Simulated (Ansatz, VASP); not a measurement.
# SnSe2 in VASP and in Ansatz

File INCAR:

```
SYSTEM = SnSe2
ALGO     = Normal         ! electronic algorithm
EDIFF    = 1E-6           ! SCF threshold, eV
ENCUT    = 520            ! plane-wave cutoff, eV
GGA      = PE             ! functional
ISIF     = 2              ! what is computed and relaxed
ISMEAR   = -1             ! smearing method
LASPH    = .True.         ! aspherical terms in the spheres
LCHARG   = .False.        ! write CHGCAR
LREAL    = .False.        ! projectors in reciprocal space
LWAVE    = .False.        ! write WAVECAR
NBANDS   = 20             ! bands
NELM     = 60             ! most SCF steps
PREC     = Accurate       ! precision mode
SIGMA    = 0.02           ! smearing width, eV
```

Contents of KPOINTS:

```
k-points
0
Gamma
  12 12 4
  0 0 0
```

The input POSCAR:

```
SnSe2
1.0
    3.6721433567      0.0000000000      0.0000000000
   -1.8360716783      3.1801694332      0.0000000000
    0.0000000000      0.0000000000      5.9779959018
Sn Se
1 2
Direct
    0.0000000000      0.0000000000      0.0000000000
    0.3333333333      0.6666666667      0.2691440203
    0.6666666667      0.3333333333      0.7308559797
```

Input for Ansatz:

```yaml
crystal:
  lattice:
    - [3.6721433567, 0.0, 0.0]
    - [-1.8360716783, 3.1801694332, 0.0]
    - [0.0, 0.0, 5.9779959018]
  atoms:
    - { symbol: Sn, position: [0.0, 0.0, 0.0] }
    - { symbol: Se, position: [0.3333333333, 0.6666666667, 0.2691440203] }
    - { symbol: Se, position: [0.6666666667, 0.3333333333, 0.7308559797] }
kpoints:
  mp_grid: { grid: [12, 12, 4] }
  band_path:
    path:
      - [0.0, 0.0, 0.0]
      - [0.5, 0.0, 0.0]
      - [0.3333333333, 0.3333333333, 0.0]
      - [0.0, 0.0, 0.5]
      - [0.5, 0.0, 0.5]
      - [0.3333333333, 0.3333333333, 0.5]
      - [0.0, 0.132812, -0.161458]
      - [0.0, 0.442708, 0.354167]
    npoints: 1
hamiltonian:
  xc: pbe
scf:
  occupations: { method: fermi_dirac, width: 0.02 }
  n_extra_bands: 4
output:
  forces: true
  stress: true
  eigenvalues: true
```

Change from the starting cell: hydrostatic strain -4.0%.

Alike in both runs: task single point; functional PBE; k mesh 12 × 12 × 4; occupations fermi-dirac, width 0.02 eV; no spin polarisation.

|  | VASP | Ansatz |
| --- | --- | --- |
| version | VASP 6.6.1 | Ansatz 0.2.0 |
| potentials or method | VASP PAW PBE potentials, release 64 (Sn_d, Se) | plane waves, PAW |
| plane-wave cutoff (eV) | 520 | 420 |
| valence electrons in the cell | 26 | 46 |

```csv
,VASP,Ansatz,Ansatz less VASP
pressure (GPa),9.7,9.6,-0.11
largest component of the traceless stress (GPa),2.42,2.45,+0.025
rms of the force components (eV/Å),0.167,0.158,-0.0091
```

Atom by atom the forces differ by 0.009 eV/Å (rms over components). The two sets of potentials don't hold the same shells in valence.

Caveats: spin-orbit coupling is left out, which moves the levels of the heavy elements. A k mesh can miss the band edges.
